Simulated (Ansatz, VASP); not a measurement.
Au: VASP beside Ansatz

INCAR

```
SYSTEM = Au
  PREC = Accurate
  ENCUT = 520
  EDIFF = 1E-6
  ISMEAR = 0
  SIGMA = 0.15
  LREAL = .False.
  LASPH = .True.
  NELM = 80
  ALGO = Fast
  ISIF = 2
  LWAVE = .False.
  LCHARG = .False.
  GGA = PS
  NBANDS = 12
```

The input KPOINTS:

```
Automatic mesh
0
Gamma
  20 20 20
  0 0 0
```

File POSCAR:

```
Au
1.0
    0.0000000000      2.2091400000      1.9636800000
    2.2091400000      0.0000000000      1.9636800000
    2.2091400000      2.2091400000      0.0000000000
Au
1
Direct
    0.0000000000      0.0000000000      0.0000000000
```

Input for Ansatz:

```yaml
crystal:
  lattice:
    - [0.0, 2.20914, 1.96368]
    - [2.20914, 0.0, 1.96368]
    - [2.20914, 2.20914, 0.0]
  atoms:
    - { symbol: Au, position: [0.0, 0.0, 0.0] }
basis:
  ecutwfc: 420
kpoints:
  mp_grid: { grid: [20, 20, 20] }
hamiltonian:
  xc: pbesol
scf:
  occupations: { method: gaussian, width: 0.15 }
output:
  forces: true
  stress: true
  eigenvalues: true
```

Change from the starting cell: strain +0.080 along x and y, -0.040 along z, atoms carried along.

Alike in both runs: task single point; functional PBEsol; k mesh 20 × 20 × 20; occupations gaussian, width 0.15 eV; no spin polarisation.

|  | VASP | Ansatz |
| --- | --- | --- |
| version | VASP 6.6.1 | Ansatz 0.2.0 |
| potentials or method | VASP PAW PBE potentials, release 64 (Au) | scalar-relativistic, plane waves, PAW |
| plane-wave cutoff (eV) | 520 | 420 |
| valence electrons in the cell | 11 | 19 |

VASP gave:

```
gap on the k mesh at the Fermi level (eV)       : none
pressure (GPa)                                  : -14.6
largest component of the traceless stress (GPa) : 0.56
```

Task: Which values does Ansatz return?

Result: gap on the k mesh at the Fermi level (eV): none; pressure (GPa): -14.5; largest component of the traceless stress (GPa): 0.56.

A gap of «none» marks a metal or a gap that the smearing closes. With one functional, cell and mesh, what is left measures potentials, basis and numerics. The two sets of potentials don't hold the same shells in valence.

Caveats: the PAW data sets were made with another functional, which shifts forces and pressure a little (VASP). Spin-orbit coupling is left out, which matters for the levels of Au.
